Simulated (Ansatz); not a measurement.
Crystal: Se.

```
CELL_PARAMETERS angstrom
4.36620 0.00000 0.00000
-2.18310 3.78124 0.00000
0.00000 0.00000 4.95360
ATOMIC_POSITIONS crystal
Se 0.77460 0.77460 0.00000
Se 0.00000 0.22540 0.66667
Se 0.22540 0.00000 0.33333
```

```yaml
Program: Ansatz 0.2.0
Task: relaxation of cell and atoms
Functional: PBE
Dispersion: D4
Potentials_or_basis: Ansatz PAW
Cutoff: "420 eV (not typed: the program's choice for these potentials)"
k_mesh: 7 × 7 × 6
Occupations: fermi-dirac, width 0.05 eV
Spin: no spin polarisation
```

At the start: volume 27.26 Å³/atom.

Task: How do energy, volume and symmetry change on relaxing?

Result: It ends after 6 steps and the volume is 24.40 Å³/atom (-10.5 %); space group P3_121 (No. 152, to 0.05 Å).

Step by step:
```
step  energy change (eV)  largest force (eV/Å)  volume (Å³)
   1              0.0000                0.4191        81.78
   2             -0.0513                0.1864        76.48
   3             -0.0792                0.0162        73.56
   4             -0.0801                0.0059        72.85
   5             -0.0802                0.0010        73.19
   6             -0.0797                0.0009        73.19
```

Final structure:
```cif
data_structure
_symmetry_space_group_name_H-M 'P 1'
_symmetry_Int_Tables_number 1
_cell_length_a 4.0573
_cell_length_b 4.0573
_cell_length_c 5.1335
_cell_angle_alpha 90.000
_cell_angle_beta 90.000
_cell_angle_gamma 120.000
_cell_volume 73.19
loop_
_atom_site_label
_atom_site_type_symbol
_atom_site_fract_x
_atom_site_fract_y
_atom_site_fract_z
_atom_site_occupancy
Se1 Se 0.75210 0.75210 0.00000 1
Se2 Se 0.00000 0.24790 0.66667 1
Se3 Se 0.24790 0.00000 0.33333 1
```

Caveat: the plane-wave basis is chosen anew once the cell has moved, so the energies of steps on either side of that aren't comparable.
